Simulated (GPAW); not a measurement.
# GaN (P6_3mc) in GPAW: notebook, part 2 of 2

GPAW 26.7.0.

## (4) Relaxation of cell and atoms, BP86, target pressure -1 GPa, at which the enthalpy is minimised

Input file run.py:

```python
from ase.filters import FrechetCellFilter
from ase.io import read, write
from ase.optimize import BFGS
from ase.units import GPa
from gpaw import GPAW, PW, setup_paths

setup_paths.insert(0, '.')

atoms = read('POSCAR')

calc = GPAW(mode=PW(800),
            xc='GGA_X_B88+GGA_C_P86',
            kpts={'size': (7, 7, 4), 'gamma': True},
            occupations={'name': 'fermi-dirac', 'width': 0.05},
            nbands=18,
            convergence={'density': 1e-06, 'energy': 1e-06, 'eigenstates': 1e-10},
            maxiter=150,
            txt='gpaw.txt')
atoms.calc = calc
opt = BFGS(FrechetCellFilter(atoms, scalar_pressure=-1 * GPa), trajectory='relax.traj', logfile='-')
done = opt.run(fmax=0.02, steps=60)
calc.write('gs.gpw')
write('result.traj', atoms)
print('Converged:', done)
print('Cell:', atoms.cell.cellpar().round(4))
print('Volume:', round(atoms.get_volume(), 4))
print(atoms.get_scaled_positions().round(5))
```

Input file POSCAR:

```
GaN
1.0
    3.1800000000      0.0000000000      0.0000000000
   -1.5900000000      2.7539607840      0.0000000000
    0.0000000000      0.0000000000      5.1660000000
Ga N
2 2
Direct
    0.6666666667      0.3333333333      0.5000000000
    0.3333333333      0.6666666667      0.0000000000
    0.6666666667      0.3333333333      0.8750000000
    0.3333333333      0.6666666667      0.3750000000
```

Potentials or basis: PAW data sets generated in the run's folder for this functional, pw.

Launch:

```bash
$ gpaw-setup -f GGA_X_B88+GGA_C_P86 Ga N
$ OMP_NUM_THREADS=1 python run.py
```

gpaw.txt:

```text
__  _  _
 | _ |_)|_||  |
 |__||  | ||/\| - 26.7.0

Input parameters:
  mode=PW(ecut=800.0),
  convergence={'density': 1e-06, 'energy': 1e-06, 'eigenstates': 1e-10},
  kpts=MonkhorstPack(size=(7, 7, 4), gamma=True),
  maxiter=150,
  nbands=18,
  occupations=Occupations(name='fermi-dirac', width=0.05),
  xc=XC(name='GGA_X_B88+GGA_C_P86')

Diagonalizing LCAO Hamiltonian
Converting LCAO to pw mode

           N

           Ga
        N

        Ga

Atoms  # Å, Bohr magnetons
|   | symbol |         x |        y |        z |    initial magnetic moments |
|---|--------|-----------|----------|----------|-----------------------------|
| 0 |     Ga |  1.590000 | 0.917987 | 2.583000 | ( 0.0000,  0.0000,  0.0000) |
| 1 |     Ga | -0.000000 | 1.835974 | 0.000000 | ( 0.0000,  0.0000,  0.0000) |
| 2 |      N |  1.590000 | 0.917987 | 4.520250 | ( 0.0000,  0.0000,  0.0000) |
| 3 |      N | -0.000000 | 1.835974 | 1.937250 | ( 0.0000,  0.0000,  0.0000) |

Unit cell  # Å
| periodic |         x |        y |        z |  lengths |     angles |
|----------|-----------|----------|----------|----------|------------|
|      yes |  3.180000 | 0.000000 | 0.000000 | 3.180000 |  90.000000 |
|      yes | -1.590000 | 2.753961 | 0.000000 | 3.180000 |  90.000000 |
|      yes |  0.000000 | 0.000000 | 5.166000 | 5.166000 | 120.000000 |

Number of symmetries: 6
Symmetry operations  # r_c * U_cc + t_c -> r_c
|   | kind |            matrix            |
|---|------|------------------------------|
| 0 |  σ   |  1, 1, 0,  0,-1, 0,  0, 0, 1 |
| 1 |  E   |  1, 0, 0,  0, 1, 0,  0, 0, 1 |
| 2 |  C3  |  0, 1, 0, -1,-1, 0,  0, 0, 1 |
| 3 |  σ   |  0,-1, 0, -1, 0, 0,  0, 0, 1 |
| 4 |  σ   | -1, 0, 0,  1, 1, 0,  0, 0, 1 |
| 5 |  C3  | -1,-1, 0,  1, 0, 0,  0, 0, 1 |

BZ-sampling:
  Number of BZ points: 196
  Number of IBZ points: 28
[... 205 lines left out ...]
        Ga

Atoms  # Å, Bohr magnetons
|   | symbol |         x |        y |         z |    initial magnetic moments |
|---|--------|-----------|----------|-----------|-----------------------------|
| 0 |     Ga |  1.596079 | 0.921497 |  2.591863 | ( 0.0000,  0.0000,  0.0000) |
| 1 |     Ga | -0.000000 | 1.842993 | -0.002540 | ( 0.0000,  0.0000,  0.0000) |
| 2 |      N |  1.596079 | 0.921497 |  4.542753 | ( 0.0000,  0.0000,  0.0000) |
| 3 |      N | -0.000000 | 1.842993 |  1.948340 | ( 0.0000,  0.0000,  0.0000) |

Unit cell  # Å
| periodic |         x |        y |         z |  lengths |     angles |
|----------|-----------|----------|-----------|----------|------------|
|      yes |  3.192158 | 0.000000 |  0.000000 | 3.192158 |  90.000000 |
|      yes | -1.596079 | 2.764490 | -0.000000 | 3.192158 |  90.000000 |
|      yes |  0.000000 | 0.000000 |  5.188807 | 5.188807 | 120.000000 |

Number of symmetries: 6
Symmetry operations  # r_c * U_cc + t_c -> r_c
|   | kind |            matrix            |
|---|------|------------------------------|
| 0 |  σ   |  1, 1, 0,  0,-1, 0,  0, 0, 1 |
| 1 |  E   |  1, 0, 0,  0, 1, 0,  0, 0, 1 |
| 2 |  C3  |  0, 1, 0, -1,-1, 0,  0, 0, 1 |
| 3 |  σ   |  0,-1, 0, -1, 0, 0,  0, 0, 1 |
| 4 |  σ   | -1, 0, 0,  1, 1, 0,  0, 0, 1 |
| 5 |  C3  | -1,-1, 0,  1, 0, 0,  0, 0, 1 |

BZ-sampling:
  Number of BZ points: 196
  Number of IBZ points: 28
[... 394 lines left out ...]
|          2 |        -0.930 |     2.000 |
|          3 |         4.718 |     2.000 |
|          4 |         4.718 |     2.000 |
|          5 |         5.668 |     2.000 |
[... 8 lines left out ...]
|         14 |        16.983 |     0.000 |
|         15 |        16.983 |     0.000 |
|        ... |               |           |
|         17 |        20.681 |     0.000 |

Gap: 1.634 eV
Transition (v -> c):
  (s=0, k=0, n=7, [0.00, 0.00, 0.00]) -> (s=0, k=0, n=8, [0.00, 0.00, 0.00])
No difference between direct/indirect transitions

Stress tensor  # eV/Ang^3
|         x |         y |        z |
|-----------|-----------|----------|
| -0.005711 |  0.000000 | 0.000000 |
|  0.000000 | -0.005711 | 0.000000 |
|  0.000000 |  0.000000 | 0.001210 |

Forces  # eV/Ang
|        x |       y |        z |
|----------|---------|----------|
|  0.00000 | 0.00000 |  0.11236 |  # Ga   0
| -0.00000 | 0.00000 |  0.11234 |  # Ga   1
|  0.00000 | 0.00000 | -0.11239 |  # N    2
|  0.00000 | 0.00000 | -0.11219 |  # N    3

Interpolating wave functions to new cell

           N

        N  Ga

        Ga

Atoms  # Å, Bohr magnetons
|   | symbol |         x |        y |         z |    initial magnetic moments |
|---|--------|-----------|----------|-----------|-----------------------------|
| 0 |     Ga |  1.628144 | 0.940009 |  2.642059 | ( 0.0000,  0.0000,  0.0000) |
| 1 |     Ga | -0.000000 | 1.880019 | -0.008162 | ( 0.0000,  0.0000,  0.0000) |
| 2 |      N |  1.628144 | 0.940009 |  4.646084 | ( 0.0000,  0.0000,  0.0000) |
| 3 |      N | -0.000000 | 1.880019 |  1.995812 | ( 0.0000,  0.0000,  0.0000) |
[... 181 lines left out ...]
|          2 |        -0.975 |     2.000 |
|          3 |         4.647 |     2.000 |
|          4 |         4.647 |     2.000 |
|          5 |         5.592 |     2.000 |
[... 8 lines left out ...]
|         14 |        16.851 |     0.000 |
|         15 |        16.851 |     0.000 |
|        ... |               |           |
|         17 |        20.556 |     0.000 |

Gap: 1.589 eV
Transition (v -> c):
  (s=0, k=0, n=7, [0.00, 0.00, 0.00]) -> (s=0, k=0, n=8, [0.00, 0.00, 0.00])
No difference between direct/indirect transitions

Stress tensor  # eV/Ang^3
|         x |        y |         z |
|-----------|----------|-----------|
|  0.003128 | 0.000000 | -0.000000 |
|  0.000000 | 0.003128 |  0.000000 |
| -0.000000 | 0.000000 |  0.007842 |

Forces  # eV/Ang
|        x |        y |        z |
|----------|----------|----------|
| -0.00000 | -0.00000 |  0.08068 |  # Ga   0
|  0.00000 |  0.00000 |  0.08068 |  # Ga   1
| -0.00000 |  0.00000 | -0.08071 |  # N    2
| -0.00000 |  0.00000 | -0.08051 |  # N    3

Interpolating wave functions to new cell

           N

        N  Ga

        Ga
[... 188 lines left out ...]
|          2 |        -0.994 |     2.000 |
|          3 |         4.629 |     2.000 |
|          4 |         4.629 |     2.000 |
|          5 |         5.565 |     2.000 |
[... 8 lines left out ...]
|         14 |        16.820 |     0.000 |
|         15 |        16.820 |     0.000 |
|        ... |               |           |
|         17 |        20.517 |     0.000 |

Gap: 1.572 eV
Transition (v -> c):
  (s=0, k=0, n=7, [0.00, 0.00, 0.00]) -> (s=0, k=0, n=8, [0.00, 0.00, 0.00])
No difference between direct/indirect transitions

Stress tensor  # eV/Ang^3
|         x |         y |        z |
|-----------|-----------|----------|
|  0.006063 | -0.000000 | 0.000000 |
| -0.000000 |  0.006063 | 0.000000 |
|  0.000000 |  0.000000 | 0.008106 |

Forces  # eV/Ang
|       x |        y |        z |
|---------|----------|----------|
| 0.00000 | -0.00000 |  0.03912 |  # Ga   0
| 0.00000 |  0.00000 |  0.03913 |  # Ga   1
| 0.00000 |  0.00000 | -0.03909 |  # N    2
| 0.00000 |  0.00000 | -0.03897 |  # N    3

Interpolating wave functions to new cell

           N

        N  Ga

        Ga

Atoms  # Å, Bohr magnetons
|   | symbol |         x |        y |         z |    initial magnetic moments |
|---|--------|-----------|----------|-----------|-----------------------------|
| 0 |     Ga |  1.629344 | 0.940702 |  2.645652 | ( 0.0000,  0.0000,  0.0000) |
| 1 |     Ga | -0.000000 | 1.881404 | -0.005319 | ( 0.0000,  0.0000,  0.0000) |
| 2 |      N |  1.629344 | 0.940702 |  4.644557 | ( 0.0000,  0.0000,  0.0000) |
| 3 |      N | -0.000000 | 1.881404 |  1.993539 | ( 0.0000,  0.0000,  0.0000) |

Unit cell  # Å
| periodic |         x |        y |         z |  lengths |     angles |
|----------|-----------|----------|-----------|----------|------------|
|      yes |  3.258688 | 0.000000 | -0.000000 | 3.258688 |  90.000000 |
|      yes | -1.629344 | 2.822107 |  0.000000 | 3.258688 |  90.000000 |
|      yes | -0.000000 | 0.000000 |  5.301937 | 5.301937 | 120.000000 |

Number of symmetries: 6
Symmetry operations  # r_c * U_cc + t_c -> r_c
|   | kind |            matrix            |
|---|------|------------------------------|
| 0 |  σ   |  1, 1, 0,  0,-1, 0,  0, 0, 1 |
| 1 |  E   |  1, 0, 0,  0, 1, 0,  0, 0, 1 |
| 2 |  C3  |  0, 1, 0, -1,-1, 0,  0, 0, 1 |
| 3 |  σ   |  0,-1, 0, -1, 0, 0,  0, 0, 1 |
| 4 |  σ   | -1, 0, 0,  1, 1, 0,  0, 0, 1 |
| 5 |  C3  | -1,-1, 0,  1, 0, 0,  0, 0, 1 |

BZ-sampling:
  Number of BZ points: 196
  Number of IBZ points: 28
[... 175 lines left out ...]
Gap: 1.569 eV
Transition (v -> c):
  (s=0, k=0, n=7, [0.00, 0.00, 0.00]) -> (s=0, k=0, n=8, [0.00, 0.00, 0.00])
No difference between direct/indirect transitions

Stress tensor  # eV/Ang^3
|         x |         y |         z |
|-----------|-----------|-----------|
|  0.006739 |  0.000000 |  0.000000 |
| -0.000000 |  0.006739 | -0.000000 |
|  0.000000 | -0.000000 |  0.006719 |

Forces  # eV/Ang
|        x |       y |        z |
|----------|---------|----------|
|  0.00000 | 0.00000 |  0.00647 |  # Ga   0
|  0.00000 | 0.00000 |  0.00647 |  # Ga   1
| -0.00000 | 0.00000 | -0.00641 |  # N    2
|  0.00000 | 0.00000 | -0.00635 |  # N    3

# Writing to gs.gpw (mode='')
```

It took 2.1 min on 1 thread of Arm Neoverse V2, shared host; peak memory 0.24 GiB.

What came out:

| Property | Result |
| --- | --- |
| Free energy | -23.9254 eV |
| Relaxed volume | 12.19 Å³/atom |
| Relaxed cell | a = 3.259 Å, b = 3.259 Å, c = 5.302 Å, α = 90.00°, β = 90.00°, γ = 120.00° |
| Space group after relaxing (to 0.05 Å) | P6_3mc (No. 186) |
| Energy change on relaxing (the enthalpy is what falls) | -38.8 meV/atom |
| Ionic steps | 6 |
| Pressure after relaxing | -1.1 GPa |
| Largest force after relaxing | 0.006 eV/Å |
| Band gap on the k mesh | 1.57 eV, direct |

Forces on the atoms (eV/Å):
```
Ga   0.000  0.000  0.006
Ga   0.000  0.000  0.006
N    0.000  0.000 -0.006
N    0.000  0.000 -0.006
```

The path:
| step | energy change (eV) | largest force (eV/Å) | pressure (GPa) | volume (Å³) |
| --- | --- | --- | --- | --- |
| 1 | 0.0000 | 0.1775 | 14.91 | 45.24 |
| 2 | -0.0496 | 0.0821 | 11.96 | 45.79 |
| 3 | -0.1537 | 0.1124 | 0.55 | 48.33 |
| 4 | -0.1550 | 0.0807 | -0.75 | 48.67 |
| 5 | -0.1552 | 0.0391 | -1.08 | 48.76 |
| 6 | -0.1554 | 0.0065 | -1.08 | 48.76 |

Final structure:
```xyz
4
Lattice="3.2587 0.0000 0.0000 -1.6293 2.8221 0.0000 0.0000 0.0000 5.3019" Properties=species:S:1:pos:R:3 pbc="T T T"
Ga    1.6293    0.9407    2.6457
Ga    0.0000    1.8814   -0.0053
N     1.6293    0.9407    4.6446
N     0.0000    1.8814    1.9935
```

Caveat: the data sets keep Ga 3d, Li 1s and Be 1s frozen, and some such compounds lay over 1.5 % in volume off other programs; later steps reuse the first step's grids. Zero-point motion and thermal expansion aren't in these numbers.

## (5) Relaxation of cell and atoms, revPBE+D3

Input file run.py:

```python
from ase.calculators.mixing import SumCalculator
from ase.filters import FrechetCellFilter
from ase.io import read, write
from ase.optimize import LBFGS
from dftd3.ase import DFTD3
from gpaw import GPAW, PW

atoms = read('POSCAR')

calc = GPAW(mode=PW(800),
            xc='revPBE',
            kpts={'size': (7, 7, 4), 'gamma': True},
            occupations={'name': 'fermi-dirac', 'width': 0.05},
            nbands=18,
            convergence={'density': 1e-05, 'energy': 1e-05},
            maxiter=150,
            txt='gpaw.txt')
atoms.calc = SumCalculator([calc, DFTD3(method='revpbe', damping='d3zero')])
opt = LBFGS(FrechetCellFilter(atoms), trajectory='relax.traj', logfile='-')
done = opt.run(fmax=0.01, steps=60)
calc.write('gs.gpw')
write('result.traj', atoms)
print('Converged:', done)
print('Cell:', atoms.cell.cellpar().round(4))
print('Volume:', round(atoms.get_volume(), 4))
print(atoms.get_scaled_positions().round(5))
```

POSCAR is that of step 4.

Potentials or basis: the program's PAW data sets (release 1.2.1) made for this functional, pw.

Launch:

```bash
$ OMP_NUM_THREADS=1 python run.py
```

gpaw.txt:

```text
__  _  _
 | _ |_)|_||  |
 |__||  | ||/\| - 26.7.0

Input parameters:
  mode=PW(ecut=800.0),
  convergence={'density': 1e-05, 'energy': 1e-05},
  kpts=MonkhorstPack(size=(7, 7, 4), gamma=True),
  maxiter=150,
  nbands=18,
  occupations=Occupations(name='fermi-dirac', width=0.05),
  xc=XC(name='revPBE')

Diagonalizing LCAO Hamiltonian
Converting LCAO to pw mode

           N

           Ga
        N

        Ga

Atoms  # Å, Bohr magnetons
|   | symbol |         x |        y |        z |    initial magnetic moments |
|---|--------|-----------|----------|----------|-----------------------------|
| 0 |     Ga |  1.590000 | 0.917987 | 2.583000 | ( 0.0000,  0.0000,  0.0000) |
| 1 |     Ga | -0.000000 | 1.835974 | 0.000000 | ( 0.0000,  0.0000,  0.0000) |
| 2 |      N |  1.590000 | 0.917987 | 4.520250 | ( 0.0000,  0.0000,  0.0000) |
| 3 |      N | -0.000000 | 1.835974 | 1.937250 | ( 0.0000,  0.0000,  0.0000) |

Unit cell  # Å
| periodic |         x |        y |        z |  lengths |     angles |
|----------|-----------|----------|----------|----------|------------|
|      yes |  3.180000 | 0.000000 | 0.000000 | 3.180000 |  90.000000 |
|      yes | -1.590000 | 2.753961 | 0.000000 | 3.180000 |  90.000000 |
|      yes |  0.000000 | 0.000000 | 5.166000 | 5.166000 | 120.000000 |

Number of symmetries: 6
Symmetry operations  # r_c * U_cc + t_c -> r_c
|   | kind |            matrix            |
|---|------|------------------------------|
| 0 |  σ   |  1, 1, 0,  0,-1, 0,  0, 0, 1 |
| 1 |  E   |  1, 0, 0,  0, 1, 0,  0, 0, 1 |
| 2 |  C3  |  0, 1, 0, -1,-1, 0,  0, 0, 1 |
| 3 |  σ   |  0,-1, 0, -1, 0, 0,  0, 0, 1 |
| 4 |  σ   | -1, 0, 0,  1, 1, 0,  0, 0, 1 |
| 5 |  C3  | -1,-1, 0,  1, 0, 0,  0, 0, 1 |

BZ-sampling:
  Number of BZ points: 196
  Number of IBZ points: 28
[... 641 lines left out ...]
Gap: 1.774 eV
Transition (v -> c):
  (s=0, k=0, n=7, [0.00, 0.00, 0.00]) -> (s=0, k=0, n=8, [0.00, 0.00, 0.00])
No difference between direct/indirect transitions

Stress tensor  # eV/Ang^3
|         x |         y |         z |
|-----------|-----------|-----------|
| -0.046748 | -0.000000 |  0.000000 |
| -0.000000 | -0.046748 | -0.000000 |
|  0.000000 | -0.000000 | -0.037535 |

Forces  # eV/Ang
|        x |       y |        z |
|----------|---------|----------|
|  0.00000 | 0.00000 |  0.06429 |  # Ga   0
| -0.00000 | 0.00000 |  0.06413 |  # Ga   1
|  0.00000 | 0.00000 | -0.06504 |  # N    2
| -0.00000 | 0.00000 | -0.06449 |  # N    3

Interpolating wave functions to new cell

           N

        N  Ga

        Ga

Atoms  # Å, Bohr magnetons
|   | symbol |         x |        y |         z |    initial magnetic moments |
|---|--------|-----------|----------|-----------|-----------------------------|
| 0 |     Ga |  1.616690 | 0.933397 |  2.631686 | ( 0.0000,  0.0000,  0.0000) |
| 1 |     Ga | -0.000000 | 1.866793 | -0.005042 | ( 0.0000,  0.0000,  0.0000) |
| 2 |      N |  1.616690 | 0.933397 |  4.619277 | ( 0.0000,  0.0000,  0.0000) |
| 3 |      N | -0.000000 | 1.866793 |  1.982472 | ( 0.0000,  0.0000,  0.0000) |
[... 1580 lines left out ...]
Stress tensor  # eV/Ang^3
|         x |         y |         z |
|-----------|-----------|-----------|
| -0.038682 | -0.000000 |  0.000000 |
| -0.000000 | -0.038682 | -0.000000 |
|  0.000000 | -0.000000 | -0.033010 |

Forces  # eV/Ang
|        x |        y |        z |
|----------|----------|----------|
| -0.00000 |  0.00000 | -0.04975 |  # Ga   0
|  0.00000 | -0.00000 | -0.04978 |  # Ga   1
| -0.00000 | -0.00000 |  0.04938 |  # N    2
|  0.00000 |  0.00000 |  0.04915 |  # N    3

# Writing to gs.gpw (mode='')
```

Run time: 2.6 min. Hardware: 1 thread of Arm Neoverse V2, shared host; peak memory 0.26 GiB.

Results:

* Free energy: -24.0592 eV
* Relaxed volume: 11.94 Å³/atom
* Relaxed cell: a = 3.232 Å, b = 3.232 Å, c = 5.281 Å, α = 90.00°, β = 90.00°, γ = 120.00°
* Space group after relaxing (to 0.05 Å): P6_3mc (No. 186)
* Energy gained by relaxing: 25.3 meV/atom
* Ionic steps: 10
* Pressure after relaxing: 0.0 GPa
* Largest force after relaxing: 0.005 eV/Å
* Band gap on the k mesh: 1.72 eV, direct
* Dispersion energy per atom: -0.289 eV

Forces on the atoms (eV/Å):
```
Ga   0.000  0.000 -0.005
Ga   0.000  0.000 -0.005
N    0.000  0.000  0.004
N    0.000  0.000  0.004
```

Step by step:
| step | energy change (eV) | largest force (eV/Å) | pressure (GPa) | volume (Å³) |
| --- | --- | --- | --- | --- |
| 1 | 0.0000 | 0.1354 | 11.94 | 45.24 |
| 2 | -0.0306 | 0.0536 | 9.75 | 45.65 |
| 3 | -0.0985 | 0.1118 | 1.09 | 47.52 |
| 4 | -0.1008 | 0.0756 | 0.17 | 47.75 |
| 5 | -0.1015 | 0.0295 | -0.11 | 47.82 |
| 6 | -0.1015 | 0.0052 | -0.08 | 47.81 |
| 7 | -0.1014 | 0.0027 | -0.03 | 47.79 |
| 8 | -0.1014 | 0.0082 | 0.04 | 47.78 |
| 9 | -0.1014 | 0.0092 | 0.08 | 47.77 |
| 10 | -0.1014 | 0.0048 | 0.05 | 47.77 |

Final structure:
```xyz
4
Lattice="3.2319 0.0000 0.0000 -1.6159 2.7989 0.0000 0.0000 0.0000 5.2814" Properties=species:S:1:pos:R:3 pbc="T T T"
Ga    1.6159    0.9330    2.6395
Ga    0.0000    1.8659   -0.0013
N     1.6159    0.9330    4.6223
N     0.0000    1.8659    1.9816
```

Caveat: the data sets keep Ga 3d, Li 1s and Be 1s frozen, and some such compounds lay over 1.5 % in volume off other programs; later steps reuse the first step's grids. Expect the measured gap to be larger: semilocal functionals such as revPBE lack the derivative discontinuity.

## (6) Overview

```csv
task,level,potentials or basis,cell,k mesh,cutoff (eV),smearing,optimizer,fmax,max steps,target pressure,gap on the mesh (eV),pressure (GPa),largest force (eV/Å)
single point,PBE,"GPAW PAW data sets (gpaw-data 1.2.1), pw",volume scaled by 0.92,8 × 8 × 5,600,fermi-dirac 0.01 eV,-,-,-,-,2.64,34.4,0.22
single point,LDA,"the program's PAW data sets (release 1.2.1) made for this functional, pw",volume scaled by 1.08,8 × 8 × 4,650,fermi-dirac 0.01 eV,-,-,-,-,1.56,-14.6,0.14
relaxation of cell and atoms,BP86,"PAW data sets generated in the run's folder for this functional, pw",relaxed to -1 GPa,7 × 7 × 4,800,fermi-dirac 0.05 eV,BFGS,0.02 eV/Å,60,-1 GPa,1.57,-1.1,0.01
relaxation of cell and atoms,revPBE+D3,"the program's PAW data sets (release 1.2.1) made for this functional, pw",relaxed,7 × 7 × 4,800,fermi-dirac 0.05 eV,LBFGS,0.01 eV/Å,60,-,1.72,0.0,-
```

Alike in all rows: no spin polarisation.

Caveats: the data sets keep Ga 3d, Li 1s and Be 1s frozen, and some such compounds lay over 1.5 % in volume off other programs; the cutoff is short for stress and forces, so pressures can be off by a GPa or more (some runs); later steps reuse the first step's grids (some runs).

Total energies depend on the potentials used, so only differences within one code and one set of settings carry meaning.
